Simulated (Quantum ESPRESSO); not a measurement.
Ni: Hubbard U from linear response under several settings

```xyz
1
Lattice="-1.3837 1.3837 1.3837 1.3837 -1.3837 1.3837 1.3837 1.3837 -1.3837" Properties=species:S:1:pos:R:3 pbc="T T T"
Ni    0.0000    0.0000    0.0000
```

This isn't the form of Ni at room conditions, which is fcc.

All runs used Quantum ESPRESSO 7.5; potentials GBRV 1.5 PBE; k mesh 10 × 10 × 10; given cell; collinear spin, ferromagnetic start; cutoff 612 eV; occupations fermi-dirac, width 0.05 eV.

```tsv
level	projectors	U typed (eV)	q mesh	with V	state	U computed (eV)
PBE+U	atomic	4.0	1 × 1 × 1	no	metal	Ni 6.1
PBE+U	atomic	0.0	2 × 2 × 2	no	metal	?
PBE+U	atomic	4.0	3 × 3 × 3	no	metal	Ni 7.3
```

Question: What stands in the row left open?

Answer: U computed Ni 6.8 eV.

Caveats: the U is typed as a test and isn't derived for this compound; the computed U isn't converged in cell size (some runs).

For the row left open. Caveat: the k mesh is coarse; the computed U isn't converged in cell size; the U is typed as a test and isn't derived for this compound.
